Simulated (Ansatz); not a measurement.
# InSe (R3m) in Ansatz: a series of runs

The runs below take InSe through band structure, with PBE.

Program: Ansatz 0.2.0. These are calculated values, not measurements. Logs are shortened: lines on timing, memory, paths and dates and some standing lists are left out, and cuts for length are marked.

**What was measured.**

“The Interaction of Hydrogen with the van der Waals Crystal γ-InSe”, 2020, pmc:7321205 reports, for a bulk crystal of InSe at 300 K: band gap 1.25 eV.

The results are compared with them further down.

## (1) The crystal as given

The structure is trigonal, space group R3m (No. 160). The conventional cell has a = 4.000 Å, b = 4.000 Å, c = 25.320 Å, α = 90.00°, β = 90.00°, γ = 120.00°. In (site symmetry 3m) has 3 Se at 2.63 Å and 1 In at 2.82 Å as nearest neighbours. In (site symmetry 3m) is surrounded by 3 Se at 2.64 Å and 1 In at 2.82 Å. Se (site symmetry 3m) is surrounded by 3 In at 2.63 Å. Se (site symmetry 3m) is surrounded by 3 In at 2.64 Å.

## (2) Band structure, PBE

The input, input.yaml:

```yaml
crystal:
  lattice:
    - [2.0, 1.1547005384, 8.44]
    - [-2.0, 1.1547005384, 8.44]
    - [0.0, -2.3094010768, 8.44]
  atoms:
    - { symbol: In, position: [0.8886, 0.8886, 0.8886] }
    - { symbol: In, position: [0.0, 0.0, 0.0] }
    - { symbol: Se, position: [0.1719, 0.1719, 0.1719] }
    - { symbol: Se, position: [0.3835, 0.3835, 0.3835] }
hamiltonian:
  xc: pbe
  pseudopotentials: { kind: paw, level: accurate }
kpoints:
  mp_grid: { grid: [8, 8, 8] }
  band_path:
    path:
      - [[0.0, 0.0, 0.0], [0.5, 0.0, 0.0], [0.5, 0.1791451724, -0.1791451724]]
      - [[0.8208548276, 0.5, 0.1791451724], [0.5, 0.5, 0.5], [0.0, 0.0, 0.0], [0.3395725862, 0.0, -0.3395725862]]
      - [[0.6604274138, 0.3395725862, 0.0], [0.5, 0.5, 0.0], [0.6604274138, 0.6604274138, 0.1791451724], [0.5, 0.5, 0.5]]
      - [[0.5, 0.0, 0.0], [0.8208548276, 0.3395725862, 0.3395725862]]
    npoints: 14
scf:
  occupations: { method: fermi_dirac, width: 0.05 }
  n_extra_bands: 10
output:
  forces: true
  stress: true
  eigenvalues: true
  fatbands: false
```

Potentials or basis: Ansatz PAW earlier set.

The run is started by

```
$ ansatz run input.yaml --threads 2 --pin off --max-ram 5120MiB --backend cpu --events-out ev --progress --plain --runs-dir out
```

What it wrote:

```text
Warning: RAYON_NUM_THREADS=2 ignored (pool sized by the plan → 2); use --threads N
basis.fft_grid_basis auto: the FFT boxes are laid along the combinations [[1, 0, -1], [0, 1, -1], [0, 0, 1]] of the cell's own vectors, 4.000, 4.000 and 8.750 Å long. The dense box has 36×36×72 points. Along the cell's own vectors, as sized, it would have 72×72×72, 4.00 times as many. Of the 6 symmetry operations that the crystal satisfies within crystal.symmetry.tolerance (time reversal apart; of a slab, those that keep its plane) the dense box along the cell's own vectors carries 6, and the one as laid loses 4 of those. basis.fft_grid_basis: typed keeps the cell's own vectors: state it where this run's energies or levels are differenced outside the engine with another run's, or held beside a run that keeps those vectors.
scf.n_extra_bands = 10 over 37 filled bands (N_el = 74.0): the run solves 47 bands
Engine: ansatz 0.2.0, x86_64-unknown-linux-gnu
Pseudopotentials: kind: paw, level: accurate
Pseudopotential: In, paw, valence charge 21, recommended cutoff 620 eV (normal), In.paw.azcp#accurate
Pseudopotential: Se, paw, valence charge 16, recommended cutoff 580 eV (normal), Se.paw.azcp#accurate
Functional definition: PBE
  parameter kappa = 0.804
  parameter beta = 0.06672455060314922
  exchange = pbe_x(kappa = kappa, mu = beta*pi^2/3)
  correlation = pbe_c(beta = beta)
Crystal: 4 atoms, lattice volume = 116.948 Å³
Basis set: ecut = 620 eV, 4043 PW (Γ), FFT grids on a1−a3, a2−a3, a3, exchange–correlation on 72×72×144 points (8 copies of the dense FFT grid, shifted against one another)
Bands: 47, of which v1, the nominal top of the filled ones, is band 37 counted from 1 (36 counted from 0)
Symmetry: 6 space group operations
Space group: R3m (ITA 160), of the structure as read, at distance tolerance 4.9e-5 Å
k-points: 65 of 512 (time reversal used)
Non-local potential: In, projectors of the file, l = 0: 3, l = 1: 3, l = 2: 3, l = 3: 2
Non-local potential: Se, projectors of the file, l = 0: 3, l = 1: 3, l = 2: 3, l = 3: 2, l = 4: 1
PAW form: soft (Blöchl's): semilocal exchange-correlation on the pseudo side does not see the compensation charge
PAW one-centre angular grid: In, 590 points (default); XC on 64 Gauss nodes
PAW one-centre angular grid: Se, 590 points (default); XC on 64 Gauss nodes
Initial density: superposition of atomic densities (chi_scale 0.1, normalization cell, long waves kept (reshape's long-wave potential 0.84 eV rms))
Initial wavefunctions: pseudopotential atomic-orbital guess
Functional: x = pbe(κ = 0.804, μ = 0.2195149727645171), c = pbe(β = 0.06672455060314922)
SCF iter   1: F=—  HF=-28878.642859 eV  |F-HF|=—  |Δ(HF+E_count)|=         —  Δρ=6.56e-2  dr2=2.53e1  ethr=3.10e-3  ⟨swp⟩=6.1  Hψ=11206  notcnv=0  defer=12
preconditioner: auto → Resta (q_TF=auto, 2.528 Å⁻¹)  ε∞=2.6  [insulator: Δε(μ)=0.126 eV  Ē_g=16.648 eV  σ=0.050 eV  W_gap=0.56  n_scr=36 (ndim 8)  ℏωp=21.2 eV  f_vac=0.082  D(μ)=0.03/eV (n_scr^D=0)  ε∞_Penn≈2.6]
SCF iter   2: F=—  HF=-28874.578353 eV  |F-HF|=—  |Δ(HF+E_count)|=    4.06e0  Δρ=2.43e-2  dr2=1.96e0  ethr=3.10e-3  ⟨swp⟩=4.1  Hψ=6625  notcnv=0  defer=200
SCF iter   3: F=—  HF=-28874.166337 eV  |F-HF|=—  |Δ(HF+E_count)|=   4.12e-1  Δρ=1.32e-2  dr2=1.83e-1  ethr=2.64e-3  ⟨swp⟩=2.9  Hψ=4124  notcnv=0  defer=264
SCF iter   4: F=—  HF=-28874.126414 eV  |F-HF|=—  |Δ(HF+E_count)|=   3.99e-2  Δρ=3.33e-3  dr2=5.55e-2  ethr=2.48e-4  ⟨swp⟩=3.0  Hψ=4877  notcnv=0  defer=264
SCF iter   5: F=—  HF=-28874.116419 eV  |F-HF|=—  |Δ(HF+E_count)|=   1.00e-2  Δρ=8.43e-4  dr2=3.11e-3  ethr=7.49e-5  ⟨swp⟩=2.6  Hψ=4000  notcnv=0  defer=264
SCF iter   6: F=—  HF=-28874.116365 eV  |F-HF|=—  |Δ(HF+E_count)|=   5.31e-5  Δρ=3.10e-4  dr2=1.18e-4  ethr=4.20e-6  ⟨swp⟩=2.0  Hψ=4423  notcnv=0  defer=264
SCF iter   7: F=—  HF=-28874.116522 eV  |F-HF|=—  |Δ(HF+E_count)|=   1.56e-4  Δρ=9.60e-5  dr2=2.27e-5  ethr=1.60e-7  ⟨swp⟩=2.0  Hψ=4743  notcnv=0  defer=264
SCF iter   8: F=—  HF=-28874.116521 eV  |F-HF|=—  |Δ(HF+E_count)|=   6.95e-7  Δρ=2.57e-5  dr2=2.21e-6  ethr=3.07e-8  ⟨swp⟩=2.0  Hψ=4758  notcnv=0  defer=264
SCF iter   9: F=—  HF=-28874.116523 eV  |F-HF|=—  |Δ(HF+E_count)|=   2.12e-6  Δρ=9.49e-6  dr2=2.33e-7  ethr=2.99e-9  ⟨swp⟩=2.1  Hψ=3561  notcnv=0  defer=264
SCF iter  10: F=-28874.116523 eV  HF=-28874.116523 eV  |F-HF|=1.01e-8  |Δ(HF+E_count)|=   1.91e-7  Δρ=4.69e-6  dr2=3.72e-8  ethr=1.35e-10  ⟨swp⟩=12.5  Hψ=15750  notcnv=0
SCF 1 converged in 10 iterations: F = -28874.116523 eV  dr2 = 3.72e-8
NSCF: frozen V_eff on 130 k-points
SCF converged after 10 iterations
Free energy (F): -28874.116523 eV
Harris-Foulkes:  -28874.116523 eV  (|F-HF|=1.01e-8)
Internal energy: -28874.116489 eV  (E = F + TS)
E sigma→0 (E₀):  -28874.116506 eV
Entropy (-TS):   -0.000035 eV (-0.009 meV/atom)
Fermi energy:    8.384085 eV
--- Per-component energies (eV) ---
  E_band       = -2079.706458
  E_kinetic    = 1279.760160
  E_local      = -19287.836774  (includes V_loc(G=0)·N_el)
  E_nonlocal   = 3933.604651
  E_hartree    = 7062.206744
  E_xc         = -1764.802362
  E_vxc        = -629.088830  (∫ρ·V_xc dr)
  E_paw        = -11446.014328  (= ΣΔE_a, less E_core_relax)
  E_vpaw       = -1500.571450  (= ΣTr[D̂ρ^β], less what the cores' own moments, if any, meet on the grid)
  E_core_relax = -0.000413  (the energy of the cores' relaxation)
  E_aug_tail   = -0.000343  (compensation charges beyond the density's cutoff)
  E_ewald      = -8651.033824
  E_smearing   = -0.000035  (= −TS)
  E_closure    = -0.000000  (closes the sum)
  Σ components = -28874.116523   (vs F -28874.116523, Δ=0.00e0)
--- Forces (eV/Å), atoms counted from 1 ---
  atom   1  In     0.00000000    -0.00000000     0.36510914
  atom   2  In     0.00000000    -0.00000000    -0.34961915
  atom   3  Se     0.00000000     0.00000000    -0.25941278
  atom   4  Se     0.00000000     0.00000000     0.24400649
  max |Σ_I F_I| component: 8.37e-5 eV/Å
--- Stress (GPa, compression-positive) ---
        3.164432       0.000000       0.000000
        0.000000       3.164432      -0.000000
        0.000000      -0.000000       1.964067
  P = ⅓ Tr σ = 2.7643 GPa (27.643 kbar)
--- Band table (eV; the first three rows and the last of 65) ---
  k-point 0: bands = ["-107.2360", "-107.2315", "-65.7246", "-65.7246", "-65.7201", "-65.7201", "-65.6968", "-65.6757", "-39.3133", "-39.3133", "-39.3058", "-39.3058", "-39.2861", "-39.2861", "-39.2800", "-39.2800", "-39.2759", "-39.2702", "-6.6307", "-6.4593", "-6.4593", "-6.3856", "-6.3856", "-6.3639", "-6.3639", "-6.1984", "-6.1984", "-6.1958", "-5.4063", "-5.0070", "1.8585", "4.7105", "6.6423", "6.8473", "6.8473", "6.9403", "6.9403", "9.8514", "10.2605", "12.5568", "12.5568", "13.3342", "13.6513", "13.6513", "15.6938", "16.8210", "17.2997"]
  k-point 1: bands = ["-107.2360", "-107.2315", "-65.7246", "-65.7246", "-65.7201", "-65.7201", "-65.6968", "-65.6757", "-39.3133", "-39.3133", "-39.3058", "-39.3057", "-39.2861", "-39.2861", "-39.2800", "-39.2800", "-39.2759", "-39.2702", "-6.6364", "-6.5149", "-6.4558", "-6.4533", "-6.3744", "-6.3680", "-6.3567", "-6.2325", "-6.1997", "-6.1379", "-5.2299", "-4.8601", "1.9710", "4.4399", "5.8612", "6.4612", "6.6508", "6.7752", "7.0438", "10.1926", "10.9416", "11.8574", "12.7083", "12.9927", "13.6912", "13.9997", "15.3140", "16.6256", "17.1505"]
  k-point 2: bands = ["-107.2360", "-107.2315", "-65.7247", "-65.7246", "-65.7202", "-65.7201", "-65.6968", "-65.6757", "-39.3133", "-39.3132", "-39.3057", "-39.3056", "-39.2861", "-39.2861", "-39.2800", "-39.2800", "-39.2758", "-39.2702", "-6.6924", "-6.5743", "-6.5644", "-6.4516", "-6.3782", "-6.3474", "-6.3349", "-6.2492", "-6.2024", "-6.0870", "-4.8117", "-4.5033", "2.1673", "3.6688", "4.6778", "6.1096", "6.2589", "6.3953", "7.1482", "10.1827", "10.3556", "12.2054", "12.3994", "12.9220", "14.5638", "14.6118", "14.8858", "16.0505", "16.6365"]
  k-point 64: bands = ["-107.2360", "-107.2315", "-65.7246", "-65.7246", "-65.7201", "-65.7201", "-65.6968", "-65.6757", "-39.3133", "-39.3133", "-39.3058", "-39.3058", "-39.2861", "-39.2861", "-39.2800", "-39.2800", "-39.2759", "-39.2702", "-6.6304", "-6.4595", "-6.4595", "-6.3854", "-6.3854", "-6.3639", "-6.3639", "-6.2045", "-6.1983", "-6.1983", "-5.2648", "-5.1557", "2.2068", "3.8173", "6.7795", "6.7795", "7.0145", "7.0145", "8.1490", "8.5946", "10.3224", "12.4744", "12.4744", "13.7758", "13.7758", "13.8184", "16.1747", "16.9049", "16.9580"]
```

bands.tsv:

```text
# k_distance	band_0	band_1	band_2	band_3	band_4	band_5	band_6	band_7	band_8	band_9	band_10	band_11	band_12	band_13	band_14	band_15	band_16	band_17	band_18	band_19	band_20	band_21	band_22	band_23	band_24	band_25	band_26	band_27	band_28	band_29	band_30	band_31	band_32	band_33	band_34	band_35	band_36	band_37	band_38	band_39	band_40	band_41	band_42	band_43	band_44	band_45	band_46
[... 152 lines left out ...]
5.681216	-115.620041	-115.615619	-74.108943	-74.108738	-74.104438	-74.104234	-74.080826	-74.059768	-47.697388	-47.697120	-47.689823	-47.689556	-47.670253	-47.670182	-47.664127	-47.664052	-47.659822	-47.654170	-15.176077	-15.088269	-14.945415	-14.836630	-14.775881	-14.694470	-14.681512	-14.649690	-14.588249	-14.424443	-12.473026	-12.401595	-6.616136	-5.940421	-3.491435	-2.813433	-2.700441	-2.312150	-1.862368	1.180302	1.580269	3.140621	3.547590	4.258107	6.593863	6.792495	7.287757	8.052273	8.933734
```

Wall time 1.8 min (2 threads of Intel Xeon at 2.50GHz (Skylake/Cascade Lake), shared host); peak memory 0.93 GiB.

Results:

| Property | Result |
| --- | --- |
| Free energy | -28874.1165 eV |
| Pressure | 2.8 GPa |
| Largest force | 0.365 eV/Å |
| Band gap on the k mesh | 0.45 eV, direct |
| Band gap along the path | 0.45 eV, direct |

Forces on the atoms (eV/Å):
```
In   0.000  0.000  0.365
In   0.000  0.000 -0.350
Se   0.000  0.000 -0.259
Se   0.000  0.000  0.244
```

Levels at the corners of the path, in eV from the valence-band top:
```csv
point,band 34,band 35,band 36,band 37,band 38,band 39,band 40,band 41
Γ,-1.30,-1.30,-1.21,-1.21,1.70,2.11,4.41,4.41
L,-2.38,-2.33,-2.23,-1.67,1.22,1.97,3.65,3.99
B1,-3.66,-2.53,-2.24,-1.74,1.74,2.45,3.39,4.41
B,-3.66,-2.53,-2.24,-1.74,1.74,2.45,3.39,4.41
Z,-1.37,-1.13,-1.13,0.00,0.45,2.17,4.33,4.33
Γ,-1.30,-1.30,-1.21,-1.21,1.70,2.11,4.41,4.41
X,-3.68,-2.56,-2.22,-1.71,1.79,2.36,3.42,4.38
Q,-3.68,-2.56,-2.22,-1.71,1.79,2.36,3.42,4.38
F,-2.65,-2.49,-2.05,-1.50,1.19,1.98,3.31,3.62
P1,-2.58,-2.47,-2.08,-1.63,1.42,1.82,3.38,3.78
Z,-1.37,-1.13,-1.13,0.00,0.45,2.17,4.33,4.33
L,-2.38,-2.33,-2.23,-1.67,1.22,1.97,3.65,3.99
P,-2.58,-2.47,-2.08,-1.63,1.42,1.82,3.38,3.78
```

Caveat: spin-orbit coupling is left out, which moves the levels of the heavy elements.

## (3) Band structure, PBE

Edit input.yaml of step 2 so:

```diff
@@ -12,3 +12,3 @@
   xc: pbe
-  pseudopotentials: { kind: paw, level: accurate }
+  pseudopotentials: { kind: nc, accuracy: stringent }
 kpoints:
@@ -30 +30,5 @@
   fatbands: false
+  write_density: true
+  write_potential: true
+  elf: true
+  volumetric_format: npy
```

Potentials or basis: PseudoDojo stringent (PBE files).

The run is started by

```
$ ansatz run input.yaml --threads 2 --pin off --max-ram 5120MiB --backend cpu --events-out ev --progress --plain --runs-dir out
```

It took 6.8 min on 2 threads of Intel Xeon at 2.50GHz (Skylake/Cascade Lake), shared host; peak memory 3.2 GiB.

It converged, with:

| Quantity | Value |
| --- | --- |
| Free energy | -29265.5312 eV |
| Pressure | 2.8 GPa |
| Largest force | 0.371 eV/Å |
| Band gap on the k mesh | 0.45 eV, direct |
| Band gap along the path | 0.45 eV, direct |

Forces on the atoms (eV/Å):
```
In   0.000  0.000  0.371
In   0.000  0.000 -0.356
Se   0.000  0.000 -0.265
Se   0.000  0.000  0.250
```

Stress tensor (GPa, compression positive):
```
3.21 0.00 0.00
0.00 3.21 0.00
0.00 0.00 1.98
```

Levels at the corners of the path, in eV from the valence-band top:
```
point  band 43  band 44  band 45  band 46  band 47  band 48
    Γ    -1.30    -1.21    -1.21     1.71     2.11     4.41
    L    -2.34    -2.23    -1.67     1.22     1.97     3.65
   B1    -2.53    -2.24    -1.74     1.74     2.45     3.40
    B    -2.53    -2.24    -1.74     1.74     2.45     3.40
    Z    -1.13    -1.13     0.00     0.45     2.17     4.33
    Γ    -1.30    -1.21    -1.21     1.71     2.11     4.41
    X    -2.56    -2.22    -1.71     1.79     2.36     3.42
    Q    -2.56    -2.22    -1.71     1.79     2.36     3.42
    F    -2.49    -2.05    -1.50     1.19     1.98     3.31
   P1    -2.47    -2.08    -1.63     1.41     1.82     3.38
    Z    -1.13    -1.13     0.00     0.45     2.17     4.33
    L    -2.34    -2.23    -1.67     1.22     1.97     3.65
    P    -2.47    -2.08    -1.63     1.41     1.82     3.38
```

Caveat: spin-orbit coupling is left out, which moves the levels of the heavy elements.

## (4) Comparison with measurements

Step 2. Measured gap of InSe: 1.25 eV (300 K; “The Interaction of Hydrogen with the van der Waals Crystal γ-InSe”, 2020, pmc:7321205). This calculation gives 0.45 eV (-0.80 eV). Spin-orbit coupling on In, Se is left out. The value is that of PBE, without temperature or zero-point motion. Semilocal functionals fall short of measured gaps as a rule.

Step 3. A measured gap of InSe is 1.25 eV (300 K; “The Interaction of Hydrogen with the van der Waals Crystal γ-InSe”, 2020, pmc:7321205); the calculated 0.45 eV misses it by -0.80 eV. Spin-orbit coupling on In, Se is left out. The value is that of PBE, without temperature or zero-point motion. Semilocal functionals fall short of measured gaps as a rule.
